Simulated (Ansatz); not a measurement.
**How much does Cr in Al(100), 2x2 scatter?**

How strong a scatterer is Cr in Al(100), 2x2, and does relaxation matter?

Main program and level: Ansatz 0.2.0; Ansatz plane-wave DFT, PBE, PAW files, collinear spin; ballistic transport by layer matching (Landauer), zero bias; PAW set soft_1, in the first sound run; inputs show where later runs differ.

Report form: the programs' logs are mostly left out.

### Step 1. Starting point

The cell holds 48 atoms: 47 Al and 1 Cr. Cell: a = 5.725 Å, b = 5.725 Å, c = 24.288 Å, α = 90.0°, β = 90.0°, γ = 90.0°. It derives from Al. Regions: lead, 24 atoms (24 Al); scattering region, 24 atoms (23 Al and 1 Cr). The structure is stacked along c, and the current runs across the ab planes.

### Step 2. Transmission at ideal sites

The defect sits in one plane of the supercell, all atoms on ideal sites; the layers about the cell's end are the lead. The mesh across the current, 10×10, is finer than the density's, because channels open and close sharply across the zone. Energies from -0.1 to 0.1 eV in steps of 0.05 eV are too few for the program's thermal sum, so it prints no conductance; for a metal the transmission near the Fermi level serves, at a fraction of the cost.

input.yaml reads:

```yaml
crystal:
  lattice:
    - [5.7246940741, 0.0, 0.0]
    - [0.0, 5.7246940741, 0.0]
    - [0.0, 0.0, 24.28782]
  atoms:
    - { symbol: Al, position: [0.0, 0.0, 0.0416666667] }
    - { symbol: Al, position: [0.0, 0.5, 0.0416666667] }
    - { symbol: Al, position: [0.5, 0.0, 0.0416666667] }
    - { symbol: Al, position: [0.5, 0.5, 0.0416666667] }
    - { symbol: Al, position: [0.25, 0.25, 0.125] }
    - { symbol: Al, position: [0.25, 0.75, 0.125] }
    - { symbol: Al, position: [0.75, 0.25, 0.125] }
    - { symbol: Al, position: [0.75, 0.75, 0.125] }
[... 36 atom lines left out ...]
    - { symbol: Al, position: [0.25, 0.25, 0.9583333333] }
    - { symbol: Al, position: [0.25, 0.75, 0.9583333333] }
    - { symbol: Al, position: [0.75, 0.25, 0.9583333333] }
    - { symbol: Al, position: [0.75, 0.75, 0.9583333333] }
magnetization:
  spin_polarized: true
kpoints:
  mp_grid: { grid: [4, 4, 1] }
hamiltonian:
  xc: pbe
  pseudopotentials: { kind: paw, azcp: { folder: soft_1 } }
scf:
  occupations: { method: fermi_dirac, width: 0.1 }
output:
  transmission: { leads: [[0, 4]], kmesh: [10, 10], e_range: [-0.1, 0.1], de: 0.05 }
  write_potential: true
  write_density: true
  volumetric_format: npy
  elf: true
```

Command:

```bash
> ansatz run input.yaml --threads 4 --pin off --max-ram 15360MiB --backend cpu --events-out ev --progress --plain --runs-dir out
```

Run time: 4.4 min. Hardware: 4 threads of Intel Xeon Platinum 8488C (Sapphire Rapids), shared host; peak memory 3.1 GiB.

This step gave:

```
free energy                  : -28640.5138 eV
energy at zero smearing      : -28640.1487 eV
Fermi energy                 : 7.907 eV
magnetization                : 2.176 μB
absolute magnetization       : 3.780 μB
cell area                    : 32.77 Å²
transmission, spin up        : 4.231
transmission, spin down      : 4.482
open channels, spin up       : 6.13
open channels, spin down     : 6.29
step of the lead's potential : 10.4 meV
```

Per spin. Table of transmission, zone mean by energy, zero at the Fermi level:

```
energy (eV)  T up  T down
    -0.1000  4.12    4.52
    -0.0500  4.13    4.42
     0.0000  4.23    4.48
     0.0500  4.30    4.57
     0.1000  4.36    4.59
```

Per spin. Table of open channels, zone mean by energy, zero at the Fermi level:

```
energy (eV)  lead up  lead down
    -0.1000     6.21       6.21
    -0.0500     6.13       6.13
     0.0000     6.13       6.29
     0.0500     6.37       6.37
     0.1000     6.49       6.49
```

Transmission over k1 and k2. At 0.0000 eV from the Fermi level, spin up.

Ten even steps from '_' (2.87) to '@' (5.46):
```
____--**********--__
==--==++******++==--
@@**++::--++--::++**
@@****--@@..@@--****
@@****++..@@..++****
@@****--@@..@@--****
@@**++::--++--::++**
==--==++******++==--
____--**********--__
____==@@@@@@@@@@==__
```
Columns: k1 (b1) from -0.5 to 0.4; rows upwards: k2 (b2) from -0.5 to 0.4.

Open channels over k1 and k2. At 0.0000 eV from the Fermi level, spin up.

Ten even steps from '0' (4.00) to '9' (9.00):
```
0404444404
4046444640
8464282464
8442929244
8448292844
8442929244
8464282464
4046444640
0404444404
0048888840
```
Columns: k1 (b1) from -0.5 to 0.4; rows upwards: k2 (b2) from -0.5 to 0.4.

Transmission over k1 and k2. At 0.0000 eV from the Fermi level, spin down.

Ten even steps from '_' (1.52) to '@' (6.36):
```
------++++++++++----
++--**##++##++##**--
%%++####**##**####++
%%++++**@@==@@**++++
%%++####==@@==####++
%%++++**@@==@@**++++
%%++####**##**####++
++--**##++##++##**--
------++++++++++----
__--++%%%%%%%%%%++--
```
Columns: k1 (b1) from -0.5 to 0.4; rows upwards: k2 (b2) from -0.5 to 0.4.

Open channels over k1 and k2. At 0.0000 eV from the Fermi level, spin down.

Ten even steps from '_' (4.00) to '@' (9.00):
```
__==__==========__==
==__==**======**==__
%%==**==**%%**==**==
%%====**@@::@@**====
%%====%%::@@::%%====
%%====**@@::@@**====
%%==**==**%%**==**==
==__==**======**==__
__==__==========__==
____==%%%%%%%%%%==__
```
Columns: k1 (b1) from -0.5 to 0.4; rows upwards: k2 (b2) from -0.5 to 0.4.

Spin density in the ca plane at fractional y = 0.000, with atoms of Al and Cr within 0.2 Å of it.

Ten even steps from '0' (0.0 e/Å³) to '9' (3.2 e/Å³), each cell a mean:
```
00000000000000000000000146300000000000000000
00000000000000000000000011000000000000000000
00000000000000000000000000000000000000000000
00000000000000000000000000000000000000000000
00000000000000000000000000000000000000000000
00000000000000000000000000000000000000000000
00000000000000000000000000000000000000000000
00000000000000000000000000000000000000000000
00000000000000000000000000000000000000000000
00000000000000000000000000000000000000000000
00000000000000000000000000000000000000000000
00000000000000000000000000000000000000000000
00000000000000000000000000000000000000000000
00000000000000000000000023100000000000000000
00000000000000000000000269410000000000000000
```
Columns run along c (16.0 Å, from fractional 0.17 to 0.83 of the cell), rows up along a (5.7 Å). Atoms in or near the plane, at fractional coordinates: Al at (0.21, 0.00), Al at (0.21, 0.50), Al at (0.38, 0.00), Al at (0.38, 0.50), Cr at (0.54, 0.00), Al at (0.54, 0.50), Al at (0.71, 0.00), Al at (0.71, 0.50).

ELF in the ca plane at fractional y = 0.000, with atoms of Al and Cr within 0.2 Å of it. It is the smooth field of the valence electrons, not physical close to the nuclei.

Values, 8 rows by 16 columns, each cell a mean:
```
0.41 0.29 0.45 0.37 0.42 0.28 0.44 0.34 0.33 0.50 0.28 0.37 0.41 0.27 0.47 0.35
0.61 0.61 0.57 0.57 0.60 0.62 0.56 0.57 0.38 0.30 0.53 0.55 0.61 0.61 0.58 0.56
0.60 0.57 0.56 0.53 0.60 0.59 0.54 0.51 0.62 0.60 0.57 0.49 0.61 0.57 0.56 0.52
0.33 0.24 0.42 0.31 0.34 0.24 0.42 0.30 0.32 0.23 0.39 0.31 0.35 0.23 0.42 0.31
0.41 0.29 0.45 0.36 0.42 0.29 0.45 0.35 0.42 0.29 0.44 0.35 0.43 0.28 0.46 0.35
0.61 0.61 0.58 0.57 0.60 0.63 0.56 0.56 0.61 0.59 0.59 0.54 0.62 0.61 0.58 0.57
0.60 0.58 0.55 0.53 0.59 0.58 0.54 0.53 0.30 0.25 0.47 0.51 0.60 0.57 0.56 0.52
0.33 0.26 0.41 0.32 0.34 0.25 0.40 0.28 0.39 0.62 0.24 0.32 0.33 0.24 0.43 0.30
```
Columns run along c (16.0 Å, from fractional 0.17 to 0.83 of the cell), rows up along a (5.7 Å). Atoms in or near the plane, at fractional coordinates: Al at (0.21, 0.00), Al at (0.21, 0.50), Al at (0.38, 0.00), Al at (0.38, 0.50), Cr at (0.54, 0.00), Al at (0.54, 0.50), Al at (0.71, 0.00), Al at (0.71, 0.50).

Electrostatic potential energy in the ca plane at fractional y = 0.000, with atoms of Al and Cr within 0.2 Å of it. With pseudopotentials it is smooth inside the atoms' cores, unlike the true potential.

Values in units of 1e0 eV, 8 rows by 16 columns, each cell a mean:
```
-1.7 -2.4  6.8  9.0 -1.6 -2.3  6.5  9.4 -3.7 -8.9  6.7  9.2 -1.3 -2.3  6.2  9.2
 6.3  4.3  8.3  8.0  6.4  4.3  8.2  8.1  6.8  4.5  8.6  7.9  6.6  4.1  8.3  7.9
 3.8  0.6  8.1  8.2  4.0  0.6  8.0  8.2  4.4  0.8  8.1  8.1  4.3  0.3  8.0  8.2
-1.6  0.3  6.2  9.2 -1.4  0.5  5.9  9.2 -1.5  0.7  5.6  9.3 -1.5  0.9  5.5  9.4
-1.9 -2.4  6.8  9.0 -1.6 -2.3  6.5  9.0 -1.5 -2.1  6.3  9.1 -1.4 -2.3  6.2  9.2
 6.4  4.4  8.3  7.9  6.5  4.4  8.2  7.9  6.9  4.7  8.4  7.8  6.7  4.2  8.3  7.9
 3.8  0.7  8.1  8.2  4.0  0.7  8.0  8.4  4.2  0.3  8.3  8.3  4.3  0.4  8.0  8.2
-1.5  0.2  6.2  9.2 -1.4  0.4  5.9  9.6 -5.2 -9.6  6.0  9.4 -1.4  0.7  5.5  9.4
```
Columns run along c (16.0 Å, from fractional 0.17 to 0.83 of the cell; values clipped at the 3rd and 97th percentile), rows up along a (5.7 Å). Atoms in or near the plane, at fractional coordinates: Al at (0.21, 0.00), Al at (0.21, 0.50), Al at (0.38, 0.00), Al at (0.38, 0.50), Cr at (0.54, 0.00), Al at (0.54, 0.50), Al at (0.71, 0.00), Al at (0.71, 0.50).

Nearest the Fermi level spin up passes 4.23 of 6.13 channels of the lower lead and spin down 4.48 of 6.29.

### Step 3. Resistance at ideal sites

This step: Ansatz plane-wave DFT, PBE, PAW files, collinear spin; ballistic transport by layer matching (Landauer), zero bias; area resistance of the defect plane and resistivity an atomic per cent; PAW set soft_1 (Ansatz 0.2.0).

Numbers from this step:

- area resistance: 0.2912 fΩ m²
- T over the leads' mean channel count: 0.6985
- spin asymmetry γ: -0.09348 (R down - R up) / (R down + R up)
- resistivity per at.% scaled from this dense plane, with the factor 3/4 for isotropic scattering: 4.316 µΩ cm

Averaged over the energies near the Fermi level, 69.8 % of the channels pass, which makes 0.291 fΩ m².

By hand, with means over the energies near the Fermi level: RA per spin = A (h/e²)(1/T − ½[1/N₁ + 1/N₂]); spin up: 32.77×10⁻²⁰ m² × 25 813 Ω × (1/4.22 − ½[1/6.21 + 1/6.21]) = 0.642 fΩ m²; spin down: 32.77×10⁻²⁰ m² × 25 813 Ω × (1/4.492 − ½[1/6.263 + 1/6.263]) = 0.533 fΩ m². The spins conduct in parallel, so 1/RA = 1/0.642 + 1/0.533 and RA = 0.291 fΩ m²; γ = (0.533 − 0.642)/(0.533 + 0.642) = -0.093.

### Step 4. Relaxing the neighbours

The neighbours of the defect are let go while the lead's layers stay on their sites, since a lead must repeat to 0.01 Å.

This step: Ansatz plane-wave DFT, PBE, PAW files, collinear spin; relaxation with the lead's layers held; PAW set soft_1 (Ansatz 0.2.0).

input.yaml, as its differences from that of step 2:

```diff
@@ -63,7 +63,6 @@
   occupations: { method: fermi_dirac, width: 0.1 }
-output:
-  transmission: { leads: [[0, 4]], kmesh: [10, 10], e_range: [-0.1, 0.1], de: 0.05 }
-  write_potential: true
-  write_density: true
-  volumetric_format: npy
-  elf: true
+relax:
+  f_tol: 0.03
+  max_steps: 40
+  constraints:
+    - { sites: [0, 1, 2, 3, 4, 5, 6, 7, 8, 9, 10, 11, 36, 37, 38, 39, 40, 41, 42, 43, 44, 45, 46, 47] }
```

Elapsed: 63 s, on 4 threads; peak memory 2.5 GiB; 3.9 min of CPU time.

Step by step:

```
step  energy less that of the first step (eV)  largest force component (eV/Å)
   1                                   0.0000                          0.2283
   2                                  -0.0721                          0.0339
   3                                  -0.0740                          0.0038
```

The atoms that moved most (Å):

```
atom      dx      dy      dz  length
Al21  -0.016  -0.016   0.076   0.079
Al22  -0.016   0.016   0.076   0.079
Al23   0.016  -0.016   0.076   0.079
Al24   0.016   0.016   0.076   0.079
Al29  -0.017  -0.017  -0.056   0.061
Al30  -0.017   0.017  -0.056   0.061
Al31   0.017  -0.017  -0.056   0.061
Al32   0.017   0.017  -0.056   0.061
```

This step gave:

- free energy: -28640.5859 eV
- energy at zero smearing: -28640.2185 eV
- Fermi energy: 7.904 eV
- magnetization: 1.900 μB
- absolute magnetization: 3.438 μB

The largest force component on a free atom ends at 0.0038 eV/Å, under the tolerance of 0.03, after 3 steps.

### Step 5. Transmission after relaxation, relaxed yes

The transmission is solved again on the relaxed atoms.

This step: Ansatz plane-wave DFT, PBE, PAW files, collinear spin; ballistic transport by layer matching (Landauer), zero bias; PAW set soft_1 (Ansatz 0.2.0).

input.yaml reads:

```yaml
crystal:
  lattice:
    - [5.7246940741, 0.0, 0.0]
    - [0.0, 5.7246940741, 0.0]
    - [0.0, 0.0, 24.28782]
  atoms:
    - { symbol: Al, position: [0.0, 0.0, 0.0416666667] }
    - { symbol: Al, position: [0.0, 0.5, 0.0416666667] }
    - { symbol: Al, position: [0.5, 0.0, 0.0416666667] }
    - { symbol: Al, position: [0.5, 0.5, 0.0416666667] }
    - { symbol: Al, position: [0.25, 0.25, 0.125] }
    - { symbol: Al, position: [0.25, 0.75, 0.125] }
    - { symbol: Al, position: [0.75, 0.25, 0.125] }
    - { symbol: Al, position: [0.75, 0.75, 0.125] }
[... 36 atom lines left out ...]
    - { symbol: Al, position: [0.25, 0.25, 0.9583333333] }
    - { symbol: Al, position: [0.25, 0.75, 0.9583333333] }
    - { symbol: Al, position: [0.75, 0.25, 0.9583333333] }
    - { symbol: Al, position: [0.75, 0.75, 0.9583333333] }
magnetization:
  spin_polarized: true
kpoints:
  mp_grid: { grid: [4, 4, 1] }
hamiltonian:
  xc: pbe
  pseudopotentials: { kind: paw, azcp: { folder: soft_1 } }
scf:
  occupations: { method: fermi_dirac, width: 0.1 }
output:
  transmission: { leads: [[0, 4]], kmesh: [8, 8], e_range: [-0.05, 0.05], de: 0.05 }
  write_potential: true
  write_density: true
  volumetric_format: npy
```

Elapsed: 3.6 min, on 4 threads; peak memory 2.6 GiB.

This step gave:

```yaml
free_energy: -28640.5879 eV
energy_at_zero_smearing: -28640.2204 eV
transmission_spin_up: 4.154
transmission_spin_down: 4.388
open_channels_spin_up: 6.266
open_channels_spin_down: 6.266
step_of_the_lead_s_potential: 19.7 meV
```

Per spin. The transmission, zone mean by energy, zero at the Fermi level:

```
energy (eV)  T up  T down
    -0.0500  4.12    4.50
     0.0000  4.15    4.39
     0.0500  4.17    4.17
```

Nearest the Fermi level spin up passes 4.15 of 6.27 channels of the lower lead and spin down 4.39 of 6.27.

### Step 6. Resistance after relaxation

This step: Ansatz plane-wave DFT, PBE, PAW files, collinear spin; ballistic transport by layer matching (Landauer), zero bias; area resistance of the defect plane and resistivity an atomic per cent; PAW set soft_1 (Ansatz 0.2.0).

Numbers from this step:

| Quantity | Value |
| --- | --- |
| area resistance | 0.3096 fΩ m² |
| T over the leads' mean channel count | 0.6876 |
| spin asymmetry γ | -0.07679 (R down - R up) / (R down + R up) |
| resistivity per at.% scaled from this dense plane, with the factor 3/4 for isotropic scattering | 4.589 µΩ cm |

Averaged over the energies near the Fermi level, 68.8 % of the channels pass, which makes 0.310 fΩ m², against 0.291 on ideal sites.

### Step 7. Summary of results

| Property | Result |
| --- | --- |
| share of channels that pass, rigid | 0.698 |
| area resistance, rigid | 0.291 fΩ m² |
| resistivity per at.% from the area resistance, times 3/4, rigid | 4.32 µΩ cm |
| share of channels that pass, relaxed | 0.688 |
| area resistance, relaxed | 0.310 fΩ m² |
| resistivity per at.% from the area resistance, times 3/4, relaxed | 4.59 µΩ cm |

**Reading.** The plane of defects adds 0.31 fΩ m². Scaled to one atomic per cent that is 6.1 µΩ cm as it stands and 4.6 with the factor 3/4 for isotropic scattering on a spherical Fermi surface; with the reflection in place of the resistance taken as linear in the density it would be 3.2. These are rough estimates of the dilute value, not bounds. One Cr in each 2x2 cell reflects 31 % of the lead's channels. The relaxed cell differs by 6.3 % in resistance; between the two runs the lead's own channel count goes from 12.5 to 12.4, so sampling may have a part in it. The defect scatters spin up more strongly (asymmetry -0.077). The defects form a dense periodic sheet that scatters coherently, unlike a dilute random alloy. T and N are means over the solved energies nearest the Fermi level. One magnetic start was tried, and the two spins conduct in parallel without mixing.

[Logs are printed without paths, hosts, clocks, repeated set-up lines and the standing remarks that a program may print on its own settings, such as how far it seeks lower states.]

[Hosts, paths, dates, database ids (printed as entryN), source tags and the programs' standing remarks are cut or masked in the printed files.]
